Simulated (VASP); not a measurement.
## TiPt3: relaxation of cell and atoms with PBE

The system is TiPt3.

```
CELL_PARAMETERS angstrom
3.90978 0.00000 0.00000
0.00000 3.90978 0.00000
0.00000 0.00000 3.90978
ATOMIC_POSITIONS crystal
Ti 0.00000 0.00000 0.00000
Pt 0.00000 0.50000 0.50000
Pt 0.50000 0.00000 0.50000
Pt 0.50000 0.50000 0.00000
```

```json
{"Program": "VASP 6.6.1", "Task": "relaxation of cell and atoms", "Functional": "PBE", "Potentials or basis": "VASP PAW PBE potentials, release 64 (Ti_sv, Pt)", "Cutoff": "600 eV", "k mesh": "9 × 9 × 9", "Occupations": "fermi-dirac, width 0.1 eV", "Spin": "no spin polarisation", "Dipole correction": "no", "Further INCAR settings": "ALGO = Normal; EDIFF = 1e-06; IBRION = 2; EDIFFG = -0.01; NSW = 60; ISIF = 3"}
```

```
Relaxed volume                         : 15.37 Å³/atom
Relaxed cell                           : a = 3.947 Å, b = 3.947 Å, c = 3.947 Å, α = 90.00°, β = 90.00°, γ = 90.00°
Space group after relaxing (to 0.05 Å) : Pm-3m (No. 221)
Energy gained by relaxing              : 9.2 meV/atom
Ionic steps                            : 4
Pressure after relaxing                : 0.0 GPa
Band gap on the k mesh                 : none (metal or under the smearing width)
```

Step by step:
```tsv
step	energy change (eV)	largest force (eV/Å)	pressure (GPa)	volume (Å³)
1	0.0000	0.0000	7.14	59.77
2	0.1516	0.0000	-13.29	65.72
3	-0.0369	0.0000	-0.16	61.52
4	-0.0369	0.0000	-0.01	61.47
```

Final structure:
```
Ti Pt
1.0
     3.94667    0.00000    0.00000
     0.00000    3.94667    0.00000
     0.00000    0.00000    3.94667
Ti Pt
1 3
Cartesian
  0.0000 0.0000 0.0000
  0.0000 1.9733 1.9733
  1.9733 0.0000 1.9733
  1.9733 1.9733 0.0000
```

Levels at points of the mesh, in eV from the Fermi level:
| k point | band 18 | band 19 | band 20 | band 21 | band 22 | band 23 | band 24 | band 25 |
| --- | --- | --- | --- | --- | --- | --- | --- | --- |
| (0.00, 0.00, 0.00) | 0.05 | 0.05 | 0.05 | 1.37 | 1.37 | 1.65 | 1.65 | 1.65 |

Run time: 2.3 min on 1 thread of Intel(R) Xeon(R) Platinum 8259CL CPU @ 2.50GHz (Skylake/Cascade Lake) (shared host), peak memory 0.23 GiB.

Spin-orbit coupling is left out, which matters for the levels of Pt. PBE usually gives volumes a little too large and moduli too small.
